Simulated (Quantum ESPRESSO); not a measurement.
# C (C2/m) in Quantum ESPRESSO: notebook

The runs below take C through single point, equation of state, with LDA.

Program: Quantum ESPRESSO 7.5. These are calculated values, not measurements. Logs are shortened: lines on timing, memory, paths and dates and some standing lists are left out, and cuts for length are marked.

### 1 The crystal as given

Symmetry: C2/m, No. 12, monoclinic system. Conventional cell: a = 4.255 Å, b = 2.457 Å, c = 3.765 Å, α = 90.00°, β = 111.49°, γ = 90.00°. Around C (site symmetry m) lie 3 C at 1.42 Å.

This is a stacking variant of graphite.

### 2 Single point, LDA, 8.60 Å³/atom

File pw.in:

```
&CONTROL
  calculation = 'scf'
  prefix = 'pwscf'
  outdir = './tmp'
  pseudo_dir = './pseudo'
  tstress = .true.
  disk_io = 'nowf'
/
&SYSTEM
  ibrav = 0
  nat = 2
  ntyp = 1
  ecutwfc = 45
  ecutrho = 360
  nbnd = 9
  occupations = 'smearing'
  smearing = 'fd'
  degauss = 0.00367493
/
&ELECTRONS
  conv_thr = 4d-10
  electron_maxstep = 120
  mixing_beta = 0.5
/
ATOMIC_SPECIES
C     12.0110 c_lda_v1.2.uspp.F.UPF
CELL_PARAMETERS angstrom
   2.0838934217   -1.2032084158    0.0000000000
   2.0838934217    1.2032084158    0.0000000000
  -1.3509174534    0.0000000000    3.4313236862
ATOMIC_POSITIONS crystal
C      0.1666444700    0.1666444700    0.9999069600
C      0.8333555300    0.8333555300    0.0000930400
K_POINTS automatic
13 13 8 0 0 0
```

Potentials or basis: GBRV 1.5 LDA.

Launch:

```console
OMP_NUM_THREADS=1 mpirun -n 2 pw.x -nk 2 -in pw.in > pw.out
```

pw.out:

```text
This program is part of the open-source Quantum ESPRESSO suite
     for quantum simulation of materials; please cite
         "P. Giannozzi et al., J. Phys.:Condens. Matter 21 395502 (2009);
         "P. Giannozzi et al., J. Phys.:Condens. Matter 29 465901 (2017);
         "P. Giannozzi et al., J. Chem. Phys. 152 154105 (2020);
     in publications or presentations arising from this work. More details at

     Message from routine setup:
     using ibrav=0 with symmetry is DISCOURAGED, use correct ibrav instead

     K-points division:     npool     =       2
     Subspace diagonalization in iterative solution of the eigenvalue problem:
     a serial algorithm will be used

     G-vector sticks info
     --------------------
     sticks:   dense  smooth     PW     G-vecs:    dense   smooth      PW
     Sum         511     253     91                13411     4731    1019

     Using Slab Decomposition

     bravais-lattice index     =            0
     lattice parameter (alat)  =       4.5473  a.u.
     unit-cell volume          =     116.1194 (a.u.)^3
     number of atoms/cell      =            2
     number of atomic types    =            1
     number of electrons       =         8.00
     number of Kohn-Sham states=            9
     kinetic-energy cutoff     =      45.0000  Ry
     charge density cutoff     =     360.0000  Ry
     scf convergence threshold =      4.0E-10
     mixing beta               =       0.5000
     number of iterations used =            8  plain     mixing
     Exchange-correlation= SLA  PZ   NOGX NOGC
                           (   1   1   0   0   0   0   0)

     celldm(1)=   4.547265  celldm(2)=   0.000000  celldm(3)=   0.000000
     celldm(4)=   0.000000  celldm(5)=   0.000000  celldm(6)=   0.000000

     crystal axes: (cart. coord. in units of alat)
               a(1) = (   0.866012  -0.500022   0.000000 )
               a(2) = (   0.866012   0.500022   0.000000 )
               a(3) = (  -0.561407   0.000000   1.425970 )

     reciprocal axes: (cart. coord. in units 2 pi/alat)
               b(1) = (  0.577359 -0.999955  0.227307 )
               b(2) = (  0.577359  0.999955  0.227307 )
               b(3) = ( -0.000000  0.000000  0.701277 )

     PseudoPot. # 1 for C  read from file:
     c_lda_v1.2.uspp.F.UPF
     Pseudo is Ultrasoft + core correction, Zval =  4.0
     Generated by new atomic code, or converted to UPF format
     Using radial grid of  721 points,  4 beta functions with:
                l(1) =   0
                l(2) =   0
                l(3) =   1
                l(4) =   1
     Q(r) pseudized with  8 coefficients,  rinner =    1.100   1.100   1.100

     atomic species   valence    mass     pseudopotential
     C                 4.00    12.01100     C ( 1.00)

      4 Sym. Ops., with inversion, found

   Cartesian axes

     site n.     atom                  positions (alat units)
         1        C      tau(   1) = (  -0.2727219   0.0000000   1.4258371  )
         2        C      tau(   2) = (   1.4433403   0.0000000   0.0001327  )

     number of k points=   371  Fermi-Dirac smearing, width (Ry)=  0.0037

     Number of k-points >= 100: set verbosity='high' to print them.

     Dense  grid:    13411 G-vectors     FFT dimensions: (  27,  27,  45)

     Smooth grid:     4731 G-vectors     FFT dimensions: (  20,  20,  30)

     Initial potential from superposition of free atoms

     starting charge       7.9999, renormalised to       8.0000
     Starting wfcs are    8 randomized atomic wfcs +    1 random wfcs

     Self-consistent Calculation

     iteration #  1     ecut=    45.00 Ry     beta= 0.50
     Davidson diagonalization with overlap
     ethr =  1.00E-02,  avg # of iterations =  4.6

     total energy              =     -23.04111993 Ry
     estimated scf accuracy    <       0.24511060 Ry

     iteration #  2     ecut=    45.00 Ry     beta= 0.50
     Davidson diagonalization with overlap
     ethr =  3.06E-03,  avg # of iterations =  1.5

     total energy              =     -23.05060735 Ry
     estimated scf accuracy    <       0.01973964 Ry

     iteration #  3     ecut=    45.00 Ry     beta= 0.50
     Davidson diagonalization with overlap
     ethr =  2.47E-04,  avg # of iterations =  3.1

     total energy              =     -23.05367757 Ry
     estimated scf accuracy    <       0.00049952 Ry

     iteration #  4     ecut=    45.00 Ry     beta= 0.50
     Davidson diagonalization with overlap
     ethr =  6.24E-06,  avg # of iterations =  3.3

     total energy              =     -23.05371257 Ry
     estimated scf accuracy    <       0.00002928 Ry

     iteration #  5     ecut=    45.00 Ry     beta= 0.50
     Davidson diagonalization with overlap
     ethr =  3.66E-07,  avg # of iterations =  2.1

     total energy              =     -23.05371860 Ry
     estimated scf accuracy    <       0.00000026 Ry

     iteration #  6     ecut=    45.00 Ry     beta= 0.50
     Davidson diagonalization with overlap
     ethr =  3.26E-09,  avg # of iterations =  2.0

     total energy              =     -23.05371867 Ry
     estimated scf accuracy    <       0.00000002 Ry

     iteration #  7     ecut=    45.00 Ry     beta= 0.50
     Davidson diagonalization with overlap
     ethr =  2.39E-10,  avg # of iterations =  2.0

     total energy              =     -23.05371868 Ry
     estimated scf accuracy    <          9.6E-10 Ry

     iteration #  8     ecut=    45.00 Ry     beta= 0.50
     Davidson diagonalization with overlap
     ethr =  1.20E-11,  avg # of iterations =  1.9

     End of self-consistent calculation

     Number of k-points >= 100: set verbosity='high' to print the bands.

     the Fermi energy is     7.0768 ev

!    total energy              =     -23.05371868 Ry
     estimated scf accuracy    <          2.9E-11 Ry
     smearing contrib. (-TS)   =      -0.00000008 Ry
     internal energy E=F+TS    =     -23.05371859 Ry

     The total energy is F=E-TS. E is the sum of the following terms:
     one-electron contribution =      -6.90994661 Ry
     hartree contribution      =       7.41888440 Ry
     xc contribution           =      -7.32649683 Ry
     ewald contribution        =     -16.23615955 Ry

     convergence has been achieved in   8 iterations

     Computing stress (Cartesian axis) and pressure

          total   stress  (Ry/bohr**3)                   (kbar)     P=      135.28
   0.00141401  -0.00000000  -0.00000263          208.01       -0.00       -0.39
  -0.00000000   0.00140864  -0.00000000           -0.00      207.22       -0.00
  -0.00000263  -0.00000000  -0.00006382           -0.39       -0.00       -9.39

=------------------------------------------------------------------------------=
   JOB DONE.
=------------------------------------------------------------------------------=
```

Run time: 5.7 s. Hardware: 2 MPI ranks of Intel Xeon 6975P-C (Granite Rapids), shared host; peak memory 0.14 GiB.

What came out:

```
Free energy            : -313.6618 eV
Pressure               : 13.5 GPa
Band gap on the k mesh : 0.92 eV, indirect (least direct gap 0.93 eV)
```

Caveat: an odd mesh through Γ misses points on the zone boundary, where band edges often lie.

### 3 Single point, LDA, 8.79 Å³/atom

pw.in, as its differences from that of step 2:

```diff
@@ -27,5 +27,5 @@
 CELL_PARAMETERS angstrom
-   2.0838934217   -1.2032084158    0.0000000000
-   2.0838934217    1.2032084158    0.0000000000
-  -1.3509174534    0.0000000000    3.4313236862
+   2.0985692110   -1.2116819937    0.0000000000
+   2.0985692110    1.2116819937    0.0000000000
+  -1.3604312700    0.0000000000    3.4554887337
 ATOMIC_POSITIONS crystal
```

Potentials or basis: GBRV 1.5 LDA.

Launch:

```console
OMP_NUM_THREADS=1 mpirun -n 2 pw.x -nk 2 -in pw.in > pw.out
```

Run time: 5.8 s. Hardware: 2 MPI ranks of Intel Xeon 6975P-C (Granite Rapids), shared host; peak memory 0.14 GiB.

It converged, with:

| Property | Result |
| --- | --- |
| Free energy | -313.6859 eV |
| Pressure | 7.0 GPa |
| Band gap on the k mesh | 0.91 eV, indirect (least direct gap 0.92 eV) |

Caveat: an odd mesh through Γ misses points on the zone boundary, where band edges often lie.

### 4 Single point, LDA, 8.97 Å³/atom

pw.in, as its differences from that of step 3:

```diff
@@ -27,5 +27,5 @@
 CELL_PARAMETERS angstrom
-   2.0985692110   -1.2116819937    0.0000000000
-   2.0985692110    1.2116819937    0.0000000000
-  -1.3604312700    0.0000000000    3.4554887337
+   2.1130425595   -1.2200386853    0.0000000000
+   2.1130425595    1.2200386853    0.0000000000
+  -1.3698138511    0.0000000000    3.4793204435
 ATOMIC_POSITIONS crystal
```

Launch:

```console
OMP_NUM_THREADS=1 mpirun -n 2 pw.x -nk 2 -in pw.in > pw.out
```

Wall time 5.1 s (2 MPI ranks of Intel Xeon 6975P-C (Granite Rapids), shared host); peak memory 0.14 GiB.

Results (log left out):

```
Free energy            : -313.6956 eV
Pressure               : 1.0 GPa
Band gap on the k mesh : 0.91 eV, indirect (least direct gap 0.92 eV)
```

Caveat: an odd mesh through Γ misses points on the zone boundary, where band edges often lie.

### 5 Single point, LDA, 9.15 Å³/atom

pw.in, as its differences from that of step 4:

```diff
@@ -27,5 +27,5 @@
 CELL_PARAMETERS angstrom
-   2.1130425595   -1.2200386853    0.0000000000
-   2.1130425595    1.2200386853    0.0000000000
-  -1.3698138511    0.0000000000    3.4793204435
+   2.1273203072   -1.2282824400    0.0000000000
+   2.1273203072    1.2282824400    0.0000000000
+  -1.3790696309    0.0000000000    3.5028300786
 ATOMIC_POSITIONS crystal
```

Launch:

```console
OMP_NUM_THREADS=1 mpirun -n 2 pw.x -nk 2 -in pw.in > pw.out
```

It took 5.2 s on 2 MPI ranks of Intel Xeon 6975P-C (Granite Rapids), shared host; peak memory 0.14 GiB.

Results (log left out):

```yaml
Free_energy: -313.6922 eV
Pressure: -4.5 GPa
Band_gap_on_the_k_mesh: 0.90 eV, indirect (least direct gap 0.91 eV)
```

Caveat: an odd mesh through Γ misses points on the zone boundary, where band edges often lie.

### 6 Single point, LDA, 9.34 Å³/atom

pw.in, as its differences from that of step 5:

```diff
@@ -27,5 +27,5 @@
 CELL_PARAMETERS angstrom
-   2.1273203072   -1.2282824400    0.0000000000
-   2.1273203072    1.2282824400    0.0000000000
-  -1.3790696309    0.0000000000    3.5028300786
+   2.1414089317   -1.2364169979    0.0000000000
+   2.1414089317    1.2364169979    0.0000000000
+  -1.3882028085    0.0000000000    3.5260283048
 ATOMIC_POSITIONS crystal
```

Potentials or basis: GBRV 1.5 LDA.

Launch:

```console
OMP_NUM_THREADS=1 mpirun -n 2 pw.x -nk 2 -in pw.in > pw.out
```

Wall time 5.3 s (2 MPI ranks of Intel Xeon 6975P-C (Granite Rapids), shared host); peak memory 0.14 GiB.

Results (log left out):

```
Free energy            : -313.6769 eV
Pressure               : -9.4 GPa
Band gap on the k mesh : 0.89 eV, indirect (least direct gap 0.90 eV)
```

Caveat: an odd mesh through Γ misses points on the zone boundary, where band edges often lie.

### 7 Single point, LDA, 9.52 Å³/atom

pw.in, as its differences from that of step 6:

```diff
@@ -27,5 +27,5 @@
 CELL_PARAMETERS angstrom
-   2.1414089317   -1.2364169979    0.0000000000
-   2.1414089317    1.2364169979    0.0000000000
-  -1.3882028085    0.0000000000    3.5260283048
+   2.1553145742   -1.2444459046    0.0000000000
+   2.1553145742    1.2444459046    0.0000000000
+  -1.3972173651    0.0000000000    3.5489252341
 ATOMIC_POSITIONS crystal
```

Launch:

```console
OMP_NUM_THREADS=1 mpirun -n 2 pw.x -nk 2 -in pw.in > pw.out
```

It took 7.6 s on 2 MPI ranks of Intel Xeon 6975P-C (Granite Rapids), shared host; peak memory 0.12 GiB.

Results (log left out):

| Property | Result |
| --- | --- |
| Free energy | -313.6508 eV |
| Pressure | -14.0 GPa |
| Band gap on the k mesh | 0.89 eV, indirect (least direct gap 0.90 eV) |

Caveat: an odd mesh through Γ misses points on the zone boundary, where band edges often lie.

### 8 Single point, LDA, 9.70 Å³/atom

pw.in, as its differences from that of step 7:

```diff
@@ -27,5 +27,5 @@
 CELL_PARAMETERS angstrom
-   2.1553145742   -1.2444459046    0.0000000000
-   2.1553145742    1.2444459046    0.0000000000
-  -1.3972173651    0.0000000000    3.5489252341
+   2.1690430626   -1.2523725254    0.0000000000
+   2.1690430626    1.2523725254    0.0000000000
+  -1.4061170787    0.0000000000    3.5715304629
 ATOMIC_POSITIONS crystal
```

Launch:

```console
OMP_NUM_THREADS=1 mpirun -n 2 pw.x -nk 2 -in pw.in > pw.out
```

Wall time 7.5 s (2 MPI ranks of Intel Xeon 6975P-C (Granite Rapids), shared host); peak memory 0.14 GiB.

The run converged. Its results:

- Free energy: -313.6147 eV
- Pressure: -18.1 GPa
- Band gap on the k mesh: 0.88 eV, indirect (least direct gap 0.89 eV)

Caveat: an odd mesh through Γ misses points on the zone boundary, where band edges often lie.

### 9 Equation of state, LDA

Potentials or basis: GBRV 1.5 LDA.

This step only gathers the single runs of the series.

Results:

```yaml
Equilibrium_volume: 9.01 Å³/atom
Bulk_modulus_at_fixed_shape_and_positions: 276 GPa
Pressure_derivative_of_the_bulk_modulus: 3.5
```

Energy against volume, from the lowest point:
```
volume (Å³/atom)  energy (meV/atom)
           8.604              16.89
           8.787               4.84
           8.970               0.00
           9.153               1.68
           9.336               9.33
           9.519              22.41
           9.702              40.47
```

Caveat: the cell was scaled at fixed shape and fractional positions, which overstates the stiffness of a crystal with free parameters, most of all of layers and chains.
